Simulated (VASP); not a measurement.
Runs of VASP 6.6.1 on Fe. It takes space group Im-3m (No. 229, cubic). Conventional cell: a = 2.886 Å, b = 2.886 Å, c = 2.886 Å, α = 90.00°, β = 90.00°, γ = 90.00°. Around Fe (site symmetry m-3m) lie 8 Fe at 2.50 Å. 

| task | level | cell | cutoff (eV) | smearing | gap on the mesh (eV) | pressure (GPa) | moment (μB) | relaxed volume (Å³/atom) |
| --- | --- | --- | --- | --- | --- | --- | --- | --- |
| single point | PBE | as given | 520 | gaussian 0.026 eV | none | -9.6 | (a) | - |
| relaxation of cell and atoms | BLYP+D3(BJ) | relaxed | 600 | fermi-dirac 0.05 eV | none | -0.1 | 2.08 | 11.10 |
| relaxation of cell and atoms | BLYP+D3 | relaxed | 600 | fermi-dirac 0.05 eV | none | -0.2 | 2.08 | (b) |
| relaxation of cell and atoms | BLYP+D4 | relaxed | 600 | fermi-dirac 0.05 eV | none | -0.1 | 2.09 | 11.24 |

Alike in all rows: potentials or basis VASP PAW PBE potentials, release 64 (Fe); spin collinear, ferromagnetic start; k mesh 13 × 13 × 13.

Q: Estimate the missing entries.

A: (a) 2.28; (b) 11.12.

Caveats: the PAW data sets were made with another functional, which shifts forces and pressure a little (some runs); pairwise dispersion overbinds metals, which lowers pressure and volume (some runs).

A gap of «none» marks a metal or a gap under the smearing width.
